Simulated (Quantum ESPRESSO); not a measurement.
# PtS2 in Quantum ESPRESSO: the effect of Hubbard term

The system is PtS2.

```xyz
3
Lattice="3.5432 0.0000 0.0000 -1.7716 3.0685 0.0000 0.0000 0.0000 5.0388" Properties=species:S:1:pos:R:3 pbc="T T T"
Pt    0.0000    0.0000    0.0000
S     1.7716    1.0228    3.8950
S     0.0000    2.0457    1.1438
```

Alike in all runs:

| Quantity | Value |
| --- | --- |
| Program | Quantum ESPRESSO 7.5 |
| Task | Hubbard U by linear response |
| Functional | PBEsol |
| Potentials or basis | GBRV 1.5 PBEsol |
| Cutoff | 612 eV |
| Density cutoff | 4898 eV |
| k mesh | 4 × 4 × 2 |
| Occupations | fermi-dirac, width 0.05 eV |
| Spin | no spin polarisation |
| Start of the occupations | default |
| Hubbard projectors | ortho-atomic |
| Mixing beta | 0.3 |
| Most SCF iterations | 120 |
| SCF threshold | 6e-10 Ry |
| q mesh | 2 × 2 × 2 |

```csv
Hubbard term,gap on the mesh (eV),pressure (GPa),largest force (eV/Å)
Pt d U = 0.0001 eV,1.12,5.9,1.04
Pt d U = 2.0 eV,?,?,?
Pt d U = 4.0 eV,0.99,6.3,1.12
Pt d U = 6.0 eV,0.92,6.6,1.15
Pt d U = 8.0 eV,0.84,6.9,1.19
```

Q: What does the run with Hubbard term Pt d U = 2.0 eV give?

A: gap on the mesh 1.05 eV; pressure 6.1 GPa; largest force 1.08 eV/Å.

Worked out: A straight line through the other rows of the gap on the mesh, of slope -0.0347 eV per eV, gives 1.05 eV, against the run's 1.05. A straight line through the other rows of the pressure, of slope 0.124 GPa per eV, gives 6.1 GPa, against the run's 6.1. A straight line through the other rows of the largest force, of slope 0.0186 eV/Å per eV, gives 1.08 eV/Å, against the run's 1.08.

Caveats: all runs use coarse meshes; spin-orbit coupling is left out, which moves the levels of the heavy elements; forces of over 1 eV/Å show positions far from the minimum, so gaps and moduli don't describe the material at rest.

A k mesh can miss the band edges.
